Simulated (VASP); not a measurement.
Wanted: the native input for a VASP 6.6.1 run.

* Task: band structure
* Functional: HSE06
* Potentials or basis: VASP PAW PBE potentials, release 64 (Si, Mg)
* Cutoff: 520 eV
* k mesh: 6 × 6 × 6
* Occupations: gaussian, width 0.02 eV
* Spin: no spin polarisation
* Grid for exact exchange (PRECFOCK): Fast
* Screening parameter: 0.2 1/A
* Further INCAR settings: ALGO = Normal; EDIFF = 1e-06

The system is Mg2Si.

```
Si Mg
1.0
     0.00000    3.17969    3.17969
     3.17969    0.00000    3.17969
     3.17969    3.17969    0.00000
Si Mg
1 2
Direct
  0.00000 0.00000 0.00000
  0.25000 0.25000 0.25000
  0.75000 0.75000 0.75000
```

The cell was built by a generator and needn't be a form met in nature.

The input as run:

POSCAR

```
Mg2Si                                   
1.0
    0.0000000000      3.1796925105      3.1796925105
    3.1796925105      0.0000000000      3.1796925105
    3.1796925105      3.1796925105     -0.0000000000
  Si              Mg            
     1     2
Direct
     0.0000000000000000    0.0000000000000000    0.0000000000000000
     0.2500000000000000    0.2500000000000000    0.2500000000000000
     0.7500000000000000    0.7500000000000000    0.7500000000000000
```

INCAR.step1

```
SYSTEM = Mg2Si
PREC = Accurate
ENCUT = 520
EDIFF = 1E-5
ISMEAR = 0
SIGMA = 0.02
LREAL = .FALSE.
LASPH = .TRUE.
NELM = 60
ALGO = Normal
ISIF = 2
LWAVE = .TRUE.
LCHARG = .FALSE.
GGA = PE
KPAR = 4
```

INCAR.step2

```
SYSTEM = Mg2Si
PREC = Accurate
ENCUT = 520
EDIFF = 1E-6
ISMEAR = 0
SIGMA = 0.02
LREAL = .FALSE.
LASPH = .TRUE.
NELM = 60
ALGO = Normal
ISIF = 2
LWAVE = .FALSE.
LCHARG = .FALSE.
GGA = PE
LHFCALC = .TRUE.
HFSCREEN = 0.2
PRECFOCK = Fast
ISTART = 1
KPAR = 4
```

KPOINTS

```
Automatic mesh
0
G
  6 6 6
  0 0 0
```

KPOINTS_OPT

```
path GXWKGLUWLK,UX
10
line-mode
reciprocal
 0.0000000000  0.0000000000  0.0000000000  G
 0.5000000000  0.0000000000  0.5000000000  X

 0.5000000000  0.0000000000  0.5000000000  X
 0.5000000000  0.2500000000  0.7500000000  W

 0.5000000000  0.2500000000  0.7500000000  W
 0.3750000000  0.3750000000  0.7500000000  K

 0.3750000000  0.3750000000  0.7500000000  K
 0.0000000000  0.0000000000  0.0000000000  G

 0.0000000000  0.0000000000  0.0000000000  G
 0.5000000000  0.5000000000  0.5000000000  L

 0.5000000000  0.5000000000  0.5000000000  L
 0.6250000000  0.2500000000  0.6250000000  U

 0.6250000000  0.2500000000  0.6250000000  U
 0.5000000000  0.2500000000  0.7500000000  W

 0.5000000000  0.2500000000  0.7500000000  W
 0.5000000000  0.5000000000  0.5000000000  L

 0.5000000000  0.5000000000  0.5000000000  L
 0.3750000000  0.3750000000  0.7500000000  K

 0.6250000000  0.2500000000  0.6250000000  U
 0.5000000000  0.0000000000  0.5000000000  X
```

Potentials or basis: VASP PAW PBE potentials, release 64 (Si, Mg).

Launch:

```bash
$ cat potpaw_PBE.64/Si/POTCAR potpaw_PBE.64/Mg/POTCAR > POTCAR
$ cp INCAR.step1 INCAR
$ mpirun -np 4 vasp_std > vasp.out
$ cp INCAR.step2 INCAR
$ mpirun -np 4 vasp_std > vasp.out
```

It gave:

* Pressure: -0.8 GPa
* Band gap on the k mesh: 0.59 eV, indirect (least direct gap 2.47 eV)
* Band gap along the path: 0.59 eV, indirect (least direct gap 2.47 eV)

Caveat: the PAW data sets were made with another functional, which shifts forces and pressure a little.

It took 5.4 min on 4 MPI ranks on Intel(R) Xeon(R) 6975P-C (Granite Rapids) (shared host), peak memory 0.41 GiB a rank.
